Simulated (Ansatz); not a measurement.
An element in the bcc structure gives these cold pressures by all-electron LAPW under PBE (Ansatz 0.2.0, scalar-relativistic, no spin polarisation).

```json
{"V (Å³/atom)": "10.15", "P (GPa)": "-0.10"}
{"V (Å³/atom)": "8.93", "P (GPa)": "9.21"}
{"V (Å³/atom)": "7.92", "P (GPa)": "25.0"}
{"V (Å³/atom)": "6.90", "P (GPa)": "55.9"}
{"V (Å³/atom)": "5.89", "P (GPa)": "118.7"}
{"V (Å³/atom)": "5.07", "P (GPa)": "218.0"}
{"V (Å³/atom)": "4.36", "P (GPa)": "380.8"}
```

(1) Which element is it?

Answers

(1) F. Its zero-pressure volume in this structure is near 10.1 Å³/atom; the volume and the steepness of P(V) together point to it, though neighbours can come close. This is the case that was computed; others weren't tested.
